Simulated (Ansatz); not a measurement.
Crystal: GaN.

```
CELL_PARAMETERS angstrom
0.00000 2.25350 2.25350
2.25350 0.00000 2.25350
2.25350 2.25350 0.00000
ATOMIC_POSITIONS crystal
Ga 0.00000 0.00000 0.00000
N 0.25000 0.25000 0.25000
```

The cell is a database's computed one.

Base run:

| Quantity | Value |
| --- | --- |
| Program | Ansatz 0.2.0 |
| Functional | PBE |
| Potentials or basis | Ansatz PAW soft_1 |
| Cutoff | 420 eV |
| Density cutoff | 1680 eV |
| k mesh | 10 × 10 × 10 |
| Occupations | fermi-dirac, width 0.05 eV |
| Spin | no spin polarisation |

Its results: band gap on the k mesh 1.72 eV, direct; pressure 5.1 GPa.

Task: The run is repeated on the same cell with these changes: potentials or basis from Ansatz PAW soft_1 to JTH PAW; cutoff from 420 eV to 3600 eV; density cutoff from 1680 eV to 14400 eV. What comes out?

Result: Band gap on the k mesh 1.71 eV, direct; pressure 5.6 GPa.

Not every run made on this cell is shown here.
